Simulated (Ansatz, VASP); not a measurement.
**Two plane-wave programs on AlN**

POSCAR

```
AlN
1.0
    0.0000000000      2.1521271168      2.1521271168
    2.1521271168      0.0000000000      2.1521271168
    2.1521271168      2.1521271168      0.0000000000
Al N
1 1
Direct
    0.0000000000      0.0000000000      0.0000000000
    0.7500000000      0.7500000000      0.7500000000
```

The input INCAR.step1:

```
PREC = Accurate
ENCUT = 520
ISMEAR = 0
SIGMA = 0.05
LREAL = F
LASPH = T
NELM = 80
NBANDS = 11
GGA = PE
ALGO = Normal
EDIFF = 1E-4
LWAVE = T
LCHARG = F
```

File INCAR.step2:

```
PREC = Accurate
ENCUT = 520
EDIFF = 1E-7
ISMEAR = 0
SIGMA = 0.05
LREAL = F
LASPH = T
NELM = 80
ALGO = Normal
ISIF = 2
LWAVE = F
LCHARG = F
METAGGA = R2SCAN
LMIXTAU = T
NBANDS = 11
ISTART = 1
```

Contents of KPOINTS:

```
Automatic mesh
0
Gamma
  10 10 10
```

Input for Ansatz:

```yaml
crystal:
  lattice:
    - [0.0, 2.1521271168, 2.1521271168]
    - [2.1521271168, 0.0, 2.1521271168]
    - [2.1521271168, 2.1521271168, 0.0]
  atoms:
    - { symbol: Al, position: [0.0, 0.0, 0.0] }
    - { symbol: "N", position: [0.75, 0.75, 0.75] }
basis:
  ecutwfc: 500
kpoints:
  mp_grid: { grid: [10, 10, 10] }
hamiltonian:
  xc: r2scan
scf:
  occupations: { method: gaussian, width: 0.05 }
output:
  forces: true
  stress: true
  eigenvalues: true
```

Change from the starting cell: strain -0.015 along x and y, -0.015 along z, atoms carried along.

Alike in both runs: task single point; functional r2SCAN; k mesh 10 × 10 × 10; occupations gaussian, width 0.05 eV; no spin polarisation.

```csv
,VASP,Ansatz
version,VASP 6.6.1,Ansatz 0.2.0
potentials or method,"VASP PAW PBE potentials, release 64 (Al, N)","scalar-relativistic, plane waves, PAW"
plane-wave cutoff (eV),520,500
valence electrons in the cell,8,8
```

|  | VASP | Ansatz | Ansatz less VASP |
| --- | --- | --- | --- |
| gap on the k mesh at the Fermi level (eV) | 3.97 | 3.98 | +0.009 |
| least direct gap on the mesh (eV) | 5.31 | 5.27 | -0.042 |
| pressure (GPa) | 10.0 | 10.4 | +0.36 |

With one functional, cell and mesh, what is left measures potentials, basis and numerics.

Caveats: the PAW data sets were made with another functional, which shifts forces and pressure a little (VASP). A k mesh can miss the band edges.
